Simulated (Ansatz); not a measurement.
**SiC (Moissanite 6H) under changes of volume**

One of the cells (10.487 Å³/atom); the others are scaled copies at fixed shape and fractional positions:

```
CELL_PARAMETERS angstrom
3.09500 0.00000 0.00000
-1.54750 2.68035 0.00000
0.00000 0.00000 15.17000
ATOMIC_POSITIONS crystal
Si 0.66667 0.33333 0.45830
Si 0.33333 0.66667 0.95830
Si 0.66667 0.33333 0.79170
Si 0.33333 0.66667 0.29170
Si 0.00000 0.00000 0.62500
Si 0.00000 0.00000 0.12500
C 0.66667 0.33333 0.33330
C 0.33333 0.66667 0.83330
C 0.66667 0.33333 0.66670
C 0.33333 0.66667 0.16670
C 0.00000 0.00000 0.50000
C 0.00000 0.00000 0.00000
```

* Program: Ansatz 0.2.0
* Functional: PBEsol
* Dispersion: D4
* Potentials or basis: Ansatz PAW
* Cutoff: 420 eV (not typed: the program's choice for these potentials)
* k mesh: 10 × 10 × 2
* Occupations: fermi-dirac, width 0.05 eV
* Spin: no spin polarisation

```csv
volume (Å³/atom),energy over the lowest point (meV/atom),pressure (GPa),gap on the mesh (eV),largest force (eV/Å)
9.858,?,?,?,?
10.068,1.45,3.5,1.91,0.150
10.277,0.00,-1.2,1.91,0.147
10.487,4.44,-5.5,1.92,0.143
10.697,14.25,-9.4,1.92,0.140
10.907,28.87,-12.9,1.92,0.137
11.116,47.86,-16.1,1.93,0.134
```

Q: What does the run at 9.858 Å³/atom give?

A: Energy over the lowest point 9.45 meV/atom; pressure 8.8 GPa; gap on the mesh 1.90 eV; largest force 0.154 eV/Å.

Worked out: A Birch-Murnaghan fit of order 3 (a polynomial in V^(-2/3)) to the other rows has its minimum at 10.22 Å³/atom with B0 = V·E''(V) = 225 GPa and B' = 3.7 at fixed shape and positions, which overstates the stiffness. It gives 9.38 meV/atom at 9.858 Å³/atom, against the run's 9.45, and -dE/dV = 8.7 GPa, against 8.8. A straight line through the other rows of the gap, of slope 0.187 eV per unit of ln V, extrapolates to 1.90 eV, against the run's 1.90.

Energies are extrapolated to zero smearing.

Caveats: the PAW data sets come from PBE, with cores solved anew for the run's functional, which leaves a small shift of forces and pressure.

A mesh can miss the band edges.
